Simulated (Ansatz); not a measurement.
Crystal: TiSi2.

```xyz
3
Lattice="-1.4729 1.7121 4.2121 1.4729 -1.7121 4.2121 1.4729 1.7121 -4.2121" Properties=species:S:1:pos:R:3 pbc="T T T"
Ti    0.0000    0.0000    0.0000
Si    0.0000    0.0000    5.6448
Si    0.0000    0.0000    2.7793
```

The cell comes from a database or a generator and needn't be the stable form of this composition.

| Property | Result |
| --- | --- |
| Program | Ansatz 0.2.0 |
| Task | relaxation of cell and atoms |
| Functional | PBE |
| Dispersion | D4 |
| Potentials or basis | Ansatz PAW |
| Cutoff | 420 eV (not typed: the program's choice for these potentials) |
| k mesh | 12 × 12 × 12 |
| Occupations | fermi-dirac, width 0.05 eV |
| Spin | no spin polarisation |

At the start: volume 14.16 Å³/atom.

Task: Where does the relaxation end?

Result: It ends after 5 steps and the volume is 13.76 Å³/atom (-2.8 %); space group Immm (No. 71, to 0.05 Å).

Step by step:
```tsv
step	energy change (eV)	largest force (eV/Å)	volume (Å³)
1	0.0000	0.0357	42.49
2	-0.0163	0.0317	41.16
3	-0.0166	0.0095	41.29
4	-0.0166	0.0012	41.28
5	-0.0164	0.0011	41.28
```

Final structure:
```cif
data_structure
_symmetry_space_group_name_H-M 'P 1'
_symmetry_Int_Tables_number 1
_cell_length_a 4.7239
_cell_length_b 4.7239
_cell_length_c 4.7239
_cell_angle_alpha 143.935
_cell_angle_beta 137.895
_cell_angle_gamma 56.615
_cell_volume 41.28
loop_
_atom_site_label
_atom_site_type_symbol
_atom_site_fract_x
_atom_site_fract_y
_atom_site_fract_z
_atom_site_occupancy
Ti1 Ti 0.00000 0.00000 0.00000 1
Si1 Si 0.66981 0.66981 0.00000 1
Si2 Si 0.33019 0.33019 0.00000 1
```

Caveat: the plane-wave basis is chosen anew once the cell has moved, so the energies of steps on either side of that aren't comparable; pairwise dispersion overbinds metals, which lowers pressure and volume.
